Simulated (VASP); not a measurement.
# ZrB2 (P6/mmm) in VASP: notebook

One crystal, ZrB2, is run at these levels: PBEsol; tasks: single point, relaxation of cell and atoms.

Everything below comes from runs of VASP 6.6.1. Logs are shortened: lines on timing, memory, paths and dates and some standing lists are left out, and cuts for length are marked.

### Step 1. The structure

It takes space group P6/mmm (No. 191, hexagonal). Conventional cell: a = 3.171 Å, b = 3.171 Å, c = 3.542 Å, α = 90.00°, β = 90.00°, γ = 120.00°. Around Zr (site symmetry 6/mmm) lie 12 B at 2.55 Å. Around B (site symmetry -6m2) lie 3 B at 1.83 Å.

### Step 2. Single point, PBEsol (relaxed again under DFT PBEsol, scalar-relativistic, plane waves, PAW)

INCAR reads:

```
ALGO = Normal
EDIFF = 1E-6
ENCUT = 520
GGA = PS
ISIF = 2
ISMEAR = 0
LASPH = True
LCHARG = True
LELF = True
LREAL = False
LVHAR = True
LWAVE = False
NBANDS = 16
NELM = 100
PREC = Accurate
SIGMA = 0.1
```

KPOINTS reads:

```
k-points
0
Gamma
  15 15 12
```

POSCAR reads:

```
ZrB2
1.0
    3.1548506378      0.0000000000      0.0000000000
   -1.5774253189      2.7321807975      0.0000000000
    0.0000000000      0.0000000000      3.5070247399
Zr B
1 2
Direct
    0.0000000000      0.0000000000      0.0000000000
    0.3333333333      0.6666666667      0.5000000000
    0.6666666667      0.3333333333      0.5000000000
```

Potentials or basis: VASP PAW PBE potentials, release 64 (Zr_sv, B).

On the command line:

```sh
$ cat potpaw_PBE.64/Zr_sv/POTCAR potpaw_PBE.64/B/POTCAR > POTCAR
$ mpirun -np 1 vasp_std > vasp.out
```

OUTCAR:

```text
EDIFF = 1E-6
   ENCUT = 520
   GGA = PS
   ISIF = 2
   ISMEAR = 0
   LASPH = True
   LREAL = False
   NELM = 100
   PREC = Accurate

 ion  position               nearest neighbor table
   1  0.000  0.000  0.000-   2 2.53   3 2.53   2 2.53   3 2.53   3 2.53   3 2.53   2 2.53   2 2.53
                             3 2.53   3 2.53   2 2.53   2 2.53
   2  0.333  0.667  0.500-   3 1.82   3 1.82   3 1.82   1 2.53   1 2.53   1 2.53   1 2.53   1 2.53
                             1 2.53
   3  0.667  0.333  0.500-   2 1.82   2 1.82   2 1.82   1 2.53   1 2.53   1 2.53   1 2.53   1 2.53
                             1 2.53

  LATTYP: Found a hexagonal cell.
 ALAT       =     3.1548506378
 C/A-ratio  =     1.1116294058

  Lattice vectors:

 A1 = (   3.1548506378,   0.0000000000,   0.0000000000)
 A2 = (  -1.5774253189,   2.7321807975,   0.0000000000)
 A3 = (   0.0000000000,   0.0000000000,   3.5070247399)

Analysis of symmetry for initial positions (statically):
=====================================================================
 Subroutine PRICEL returns:
 Original cell was already a primitive cell.

 Routine SETGRP: Setting up the symmetry group for a
 hexagonal supercell.

 Subroutine GETGRP returns: Found 24 space group operations
 (whereof 24 operations were pure point group operations)
 out of a pool of 24 trial point group operations.

The static configuration has the point symmetry D_6h.

Analysis of symmetry for dynamics (positions and initial velocities):
=====================================================================
 Subroutine PRICEL returns:
 Original cell was already a primitive cell.

 Routine SETGRP: Setting up the symmetry group for a
 hexagonal supercell.

 Subroutine GETGRP returns: Found 24 space group operations
 (whereof 24 operations were pure point group operations)
 out of a pool of 24 trial point group operations.

The dynamic configuration has the point symmetry D_6h.

 Subroutine INISYM returns: Found 24 space group operations
 (whereof 24 operations are pure point group operations),
 and found     1 'primitive' translations

----------------------------------------------------------------------------------------

                                     Primitive cell

  volume of cell :      30.2292

  direct lattice vectors                    reciprocal lattice vectors
     3.154850638  0.000000000  0.000000000     0.316972217  0.183003995  0.000000000
    -1.577425319  2.732180797  0.000000000     0.000000000  0.366007989  0.000000000
     0.000000000  0.000000000  3.507024740     0.000000000  0.000000000  0.285141986

  length of vectors
     3.154850638  3.154850638  3.507024740     0.366007989  0.366007989  0.285141986

  position of ions in fractional coordinates (direct lattice)
     0.000000000  0.000000000  0.000000000
     0.333333333  0.666666667  0.500000000
     0.666666667  0.333333333  0.500000000

  ion indices of the primitive-cell ions
   primitive index   ion index
                 1           1
                 2           2
                 3           3

----------------------------------------------------------------------------------------

 KPOINTS: k-points

Automatic generation of k-mesh.
 Grid dimensions read from file:
 generate k-points for:   15   15   12

 Generating k-lattice:

  Cartesian coordinates                     Fractional coordinates (reciprocal lattice)
     0.021131481  0.012200266  0.000000000     0.066666667  0.000000000  0.000000000
     0.000000000  0.024400533  0.000000000     0.000000000  0.066666667  0.000000000
     0.000000000  0.000000000  0.023761832     0.000000000  0.000000000  0.083333333

  Length of vectors
     0.024400533  0.024400533  0.023761832

  Shift w.r.t. Gamma in fractional coordinates (k-lattice)
     0.000000000  0.000000000  0.000000000

 Subroutine IBZKPT returns following result:
 ===========================================

 Found    189 irreducible k-points:

 Following reciprocal coordinates:
            Coordinates               Weight
  0.000000  0.000000  0.000000      1.000000
  0.066667  0.000000  0.000000      6.000000
  0.133333 -0.000000  0.000000      6.000000
  0.200000 -0.000000  0.000000      6.000000
  0.266667 -0.000000  0.000000      6.000000
  0.333333 -0.000000  0.000000      6.000000
[... 16 lines left out ...]
  0.333333  0.200000  0.000000     12.000000
  0.400000  0.200000  0.000000      6.000000
 [... further k-points ...]
   k-points           NKPTS =    189   k-points in BZ     NKDIM =    189   number of bands    NBANDS=     16
   number of dos      NEDOS =    301   number of ions     NIONS =      3
   total plane-waves  NPLWV =  16128
   dimension x,y,z NGX =    24 NGY =   24 NGZ =   28
   dimension x,y,z NGXF=    48 NGYF=   48 NGZF=   56
   ions per type =               1   2
   NGX,Y,Z   is equivalent  to a cutoff of  12.65, 12.65, 13.27 a.u.
   NGXF,Y,Z  is equivalent  to a cutoff of  25.29, 25.29, 26.55 a.u.
 SYSTEM =  unknown system
   PREC   = accura    normal or accurate (medium, high low for compatibility)
   ISTART =      0    job   : 0-new  1-cont  2-samecut
   ICHARG =      2    charge: 1-file 2-atom 10-const
   ISPIN  =      1    spin polarized calculation?
   LNONCOLLINEAR =      F non collinear calculations
   LSORBIT =      F    spin-orbit coupling
   LASPH  =      T    aspherical Exc in radial PAW
   ENCUT  =  520.0 eV  38.22 Ry    6.18 a.u.   5.87  5.87  6.52*2*pi/ulx,y,z
   NELM   =    100;   NELMIN=  2; NELMDL= -5     # of ELM steps
   EDIFF  = 0.1E-05   stopping-criterion for ELM
   LREAL  =      F    real-space projection
   EDIFFG = 0.1E-04   stopping-criterion for IOM
   NSW    =      0    number of steps for IOM
   IBRION =     -1    ionic relax: 0-MD 1-quasi-New 2-CG
   NFREE  =      0    steps in history (QN), initial steepest desc. (CG)
   ISIF   =      2    stress and relaxation
   ISYM   =      2    0-nonsym 1-usesym 2-fastsym
   POTIM  = 0.5000    time-step for ionic-motion
   TEBEG  =    0.0;   TEEND  =   0.0 temperature during run
   PSTRESS=    0.0 pullay stress
   NELECT =      18.0000    total number of electrons
   NUPDOWN=      -1.0000    fix difference up-down
   EMIN   =  10.00;   EMAX   =-10.00  energy-range for DOS
   EFERMI =   0.00;   METHOD = LEGACY
   ISMEAR =     0;   SIGMA  =   0.10  broadening in eV -4-tet -1-fermi 0-gaus
   EFERMI_NEDOS =   21; number of points for ismear=-14 and -15
   IALGO  =     38    algorithm
   IMIX   =      4    mixing-type and parameters
     AMIX     =   0.40;   BMIX     =  1.00
     AMIX_MAG =   1.60;   BMIX_MAG =  1.00
  volume/ion in A,a.u.               =      10.08        68.00
  Fermi-wavevector in a.u.,A,eV,Ry     =   1.377283  2.602688 25.809021  1.896910
  Thomas-Fermi vector in A             =   2.502451
   LORBIT       =      0    0 simple, 1 ext, 2 COOP (PROOUT), +10 PAW based schemes
   GGA     = PS    functional components
   LHFCALC =     F    Hartree Fock is set to
   AEXX    =    0.0000 exact exchange contribution
   IVDW    =     0    specifies the selected vdW correction
   LEPSILON=     F    determine dielectric tensor
   LRPA    =     F    only Hartree local field effects (RPA)
 non-spin polarized calculation
 Gauss-broadening in eV      SIGMA  =   0.10
  energy-cutoff  :      520.00
  volume of cell :       30.23
 maximum number of plane-waves:       831
 NGX is ok and might be reduce to    24
   NGX = 11   NGY = 11   NGZ = 13

 number of electron      18.0000000 magnetization

 Free energy of the ion-electron system (eV)
  ---------------------------------------------------
  ext. energy  EPLUGINS =         0.00000000
  ---------------------------------------------------
  free energy    TOTEN  =       -26.40304723 eV

  energy without entropy =      -26.40197680  energy(sigma->0) =      -26.40251201

 E-fermi :  10.6043     XC(G=0): -12.6179

 val. band max:       10.5754245673   @ k =   0.0667   0.0667   0.4167
 cond. band min:      10.6168880052   @ k =   0.4000   0.1333   0.0000
 fundamental gap:      0.0414634379
 Fermi energy:        10.6043005286

 k-point     1 :       0.0000    0.0000    0.0000
  band No.  band energies     occupation
      1     -37.8288      2.00000
      2     -16.0655      2.00000
      3     -15.4782      2.00000
      4     -15.4782      2.00000
      5      -2.1575      2.00000
      6       7.9418      2.00000
[... 8 lines left out ...]
     15      15.8056      0.00000
     16      15.8056      0.00000

 k-point     2 :       0.0667    0.0000    0.0000
  band No.  band energies     occupation
      1     -37.8234      2.00000
      2     -16.0576      2.00000
      3     -15.5251      2.00000
      4     -15.4883      2.00000
      5      -2.0663      2.00000
      6       7.6765      2.00000
[... 8 lines left out ...]
     15      16.2648      0.00000
     16      16.4831      0.00000

 k-point     3 :       0.1333   -0.0000    0.0000
  band No.  band energies     occupation
      1     -37.8083      2.00000
      2     -16.0350      2.00000
      3     -15.6554      2.00000
      4     -15.5167      2.00000
      5      -1.8003      2.00000
      6       7.0032      2.00000
[... 8 lines left out ...]
     15      17.0048      0.00000
     16      17.6637      0.00000

 k-point     4 :       0.2000   -0.0000    0.0000
  band No.  band energies     occupation
      1     -37.7858      2.00000
      2     -16.0016      2.00000
      3     -15.8424      2.00000
      4     -15.5582      2.00000
      5      -1.3785      2.00000
      6       6.1276      2.00000
[... 8 lines left out ...]
     15      17.5212      0.00000
     16      18.3814      0.00000
[... 324 lines left out ...]
 k-point    22 :       0.2667    0.2000    0.0000
  band No.  band energies     occupation
      1     -37.7103      2.00000
      2     -16.2871      2.00000
      3     -15.8890      2.00000
      4     -15.8475      2.00000
      5       0.6997      2.00000
      6       3.9409      2.00000
[... 8 lines left out ...]
     15      18.5927      0.00000
     16      20.6198      0.00000

 k-point    23 :       0.3333    0.2000    0.0000
  band No.  band energies     occupation
      1     -37.6977      2.00000
      2     -16.3425      2.00000
      3     -15.9107      2.00000
      4     -15.8702      2.00000
      5       1.4782      2.00000
      6       3.1666      2.00000
[... 8 lines left out ...]
     15      19.7152      0.00000
     16      20.6470      0.00000

 k-point    24 :       0.4000    0.2000    0.0000
  band No.  band energies     occupation
      1     -37.6932      2.00000
      2     -16.3612      2.00000
      3     -15.9338      2.00000
      4     -15.8635      2.00000
      5       2.2280      2.00000
      6       2.4080      2.00000
[... 8 lines left out ...]
     15      20.2403      0.00000
     16      20.4158      0.00000

 [... further k-points ...]

------------------------ aborting loop because EDIFF is reached ----------------------------------------

  FORCE on cell =-STRESS in cart. coord.  units (eV):
  Direction    XX          YY          ZZ          XY          YZ          ZX
  --------------------------------------------------------------------------------------
  -------------------------------------------------------------------------------------
  Total        0.0589108      0.0589108      0.0573053      0.0000000     -0.0000000      0.0000000
  in kB        3.1223254      3.1223254      3.0372321      0.0000000     -0.0000000      0.0000000
  external PRESSURE =       3.0939610 kB  Pullay stress =       0.0000000 kB

 VOLUME and BASIS-vectors are now :
 -----------------------------------------------------------------------------
  energy-cutoff  :      520.00
  volume of cell :       30.23
      direct lattice vectors                 reciprocal lattice vectors
     3.154850638  0.000000000  0.000000000     0.316972217  0.183003995  0.000000000
    -1.577425319  2.732180797  0.000000000     0.000000000  0.366007989  0.000000000
     0.000000000  0.000000000  3.507024740     0.000000000  0.000000000  0.285141986

 POSITION                                       TOTAL-FORCE (eV/Angst)
 -----------------------------------------------------------------------------------
      0.00000      0.00000      0.00000         0.000000      0.000000      0.000000
     -0.00000      1.82145      1.75351         0.000000      0.000000      0.000000
      1.57743      0.91073      1.75351        -0.000000      0.000000      0.000000
 -----------------------------------------------------------------------------------
    total drift:                               -0.000000      0.000000     -0.000000

  FREE ENERGIE OF THE ION-ELECTRON SYSTEM (eV)
  ---------------------------------------------------
  free  energy   TOTEN  =       -26.4030472269 eV

  energy  without entropy=      -26.4019767991  energy(sigma->0) =      -26.40251201
```

Wall time 52 s (1 thread of Intel Xeon Platinum 8259CL at 2.50GHz (Skylake/Cascade Lake), shared host); peak memory 0.21 GiB.

What came out:

| Quantity | Value |
| --- | --- |
| Free energy | -26.4030 eV |
| Pressure | 0.3 GPa |
| Band gap on the k mesh | none (metal or under the smearing width) |

Levels at points of the mesh, in eV from the Fermi level:
```tsv
k point	band 7	band 8	band 9	band 10	band 11	band 12
(0.00, 0.00, 0.00)	-2.66	-2.64	-2.28	3.48	3.48	4.32
(0.00, 0.00, 0.50)	-0.95	-0.95	0.30	0.30	0.79	0.79
```

Caveat: the PAW data sets were made with another functional, which shifts forces and pressure a little.

### Step 3. Relaxation of cell and atoms, PBEsol

INCAR reads:

```
  ALGO = Fast
  EDIFF = 1E-7
  EDIFFG = -0.005
  ENCUT = 600
  GGA = PS
  IBRION = 2
  ISIF = 3
  ISMEAR = 0
  LASPH = T
  LCHARG = F
  LREAL = F
  LWAVE = F
  NELM = 100
  NSW = 70
  PREC = Accurate
  SIGMA = 0.1
```

KPOINTS is that of step 2.

POSCAR reads:

```
ZrB2
1.0
    3.1711659775      0.0000000000      0.0000000000
   -1.5855829887      2.7463102961      0.0000000000
    0.0000000000      0.0000000000      3.5422975713
Zr B
1 2
Direct
    0.0000000000      0.0000000000      0.0000000000
    0.3333333333      0.6666666667      0.5000000000
    0.6666666667      0.3333333333      0.5000000000
```

Potentials or basis: VASP PAW PBE potentials, release 64 (Zr_sv, B).

On the command line:

```sh
$ cat potpaw_PBE.64/Zr_sv/POTCAR potpaw_PBE.64/B/POTCAR > POTCAR
$ mpirun -np 1 vasp_std > vasp.out
```

Wall time 11 min (1 thread of Intel Xeon Platinum 8259CL at 2.50GHz (Skylake/Cascade Lake), shared host); peak memory 0.25 GiB.

Results (log left out):

| Quantity | Value |
| --- | --- |
| Free energy | -26.4054 eV |
| Relaxed volume | 10.09 Å³/atom |
| Relaxed cell | a = 3.156 Å, b = 3.156 Å, c = 3.509 Å, α = 90.00°, β = 90.00°, γ = 120.00° |
| Space group after relaxing (to 0.05 Å) | P6/mmm (No. 191) |
| Energy gained by relaxing | 2.9 meV/atom |
| Ionic steps | 8 |
| Pressure after relaxing | 0.0 GPa |
| Band gap on the k mesh | none (metal or under the smearing width) |

The path:
| step | energy change (eV) | largest force (eV/Å) | pressure (GPa) | volume (Å³) |
| --- | --- | --- | --- | --- |
| 1 | 0.0000 | 0.0000 | -4.55 | 30.85 |
| 2 | 0.0045 | 0.0000 | 6.17 | 29.57 |
| 3 | -0.0086 | 0.0000 | 0.04 | 30.27 |
| 4 | -0.0086 | 0.0000 | 0.15 | 30.25 |
| 5 | -0.0088 | 0.0000 | 0.08 | 30.26 |
| 6 | -0.0088 | 0.0000 | 0.08 | 30.26 |
| 7 | -0.0088 | 0.0000 | -0.08 | 30.28 |
| 8 | -0.0088 | 0.0000 | 0.01 | 30.27 |

Final structure:
```xyz
3
Lattice="3.1561 0.0000 0.0000 -1.5781 2.7333 0.0000 0.0000 0.0000 3.5085" Properties=species:S:1:pos:R:3 pbc="T T T"
Zr    0.0000    0.0000    0.0000
B     0.0000    1.8222    1.7543
B     1.5781    0.9111    1.7543
```

Levels at points of the mesh, in eV from the Fermi level:
| k point | band 7 | band 8 | band 9 | band 10 | band 11 | band 12 |
| --- | --- | --- | --- | --- | --- | --- |
| (0.00, 0.00, 0.00) | -2.66 | -2.64 | -2.28 | 3.48 | 3.48 | 4.31 |
| (0.00, 0.00, 0.50) | -0.94 | -0.94 | 0.30 | 0.30 | 0.79 | 0.79 |

Caveat: the PAW data sets were made with another functional, which shifts forces and pressure a little.
